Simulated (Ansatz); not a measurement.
Here is an Ansatz 0.2.0 calculation.

The input input.yaml:

```yaml
crystal:
  lattice:
    - [2.3059043427, 1.331314493, 1.6909537039]
    - [-2.3059043427, 1.331314493, 1.6909537039]
    - [0.0, -2.662628986, 1.6909537039]
  atoms:
    - { symbol: Te, position: [0.5, 0.5, 0.5] }
hamiltonian:
  xc: pbesol
  pseudopotentials: { kind: paw }
kpoints:
  mp_grid: { grid: [9, 9, 9] }
  band_path:
    path:
      - [0.0, 0.0, 0.0]
      - [0.4677709699, -0.5322290301, 0.4677709699]
      - [0.5, -0.5, 0.5]
      - [0.4355419398, 0.4355419398, 0.4355419398]
      - [0.0, 0.0, 0.0]
      - [0.5, -0.5, 0.0]
      - [0.5322290301, -0.4677709699, -0.4677709699]
      - [0.5644580602, -0.4355419398, -0.4355419398]
      - [0.5, 0.0, 0.0]
      - [0.5, -0.5, 0.5]
    npoints: 14
scf:
  occupations: { method: fermi_dirac, width: 0.05 }
  n_extra_bands: 6
output:
  forces: true
  stress: true
  eigenvalues: true
  fatbands: true
```

Potentials or basis: Ansatz PAW.

The run is started by

```sh
$ ansatz run input.yaml --threads 2 --pin off --max-ram 5632MiB --backend cpu --events-out ev --progress --plain --runs-dir out
```

Task: Predict the pressure.

Result: -0.1 GPa.

Task: Predict the band gap on the k mesh.

Result: None (metal or under the smearing width).

Levels at the corners of the path, in eV from the Fermi level:
```
point  band 5  band 6  band 7  band 8  band 9  band 10  band 11  band 12  band 13  band 14
    Γ  -37.31  -13.99    0.97    1.43    1.43     6.17     6.17     6.56    16.48    16.48
    P  -37.29   -8.33   -3.42   -3.42   -2.45     3.98     3.98     5.06     7.62    21.14
    Z  -37.29   -8.25   -3.43   -3.43   -2.47     3.89     3.89     5.39     7.01    21.13
    Q  -37.29   -8.58   -3.39   -3.39   -2.43     4.28     4.28     4.65     8.86    21.17
    Γ  -37.31  -13.99    0.97    1.43    1.43     6.17     6.17     6.56    16.48    16.48
    F  -37.29  -10.22   -5.00   -4.26    1.90     3.96    10.84    12.06    12.51    12.81
   P1  -37.29   -8.33   -3.42   -3.42   -2.45     3.98     3.98     5.06     7.62    21.14
   Q1  -37.29   -8.58   -3.39   -3.39   -2.43     4.28     4.28     4.65     8.86    21.17
    L  -37.31  -12.11   -6.33    2.47    2.79     7.91     9.09     9.84    11.33    11.51
    Z  -37.29   -8.25   -3.43   -3.43   -2.47     3.89     3.89     5.39     7.01    21.13
```

Caveat: spin-orbit coupling is left out, which moves the levels of the heavy elements; the PAW data sets come from PBE, with cores solved anew for the run's functional, which leaves a small shift of forces and pressure.
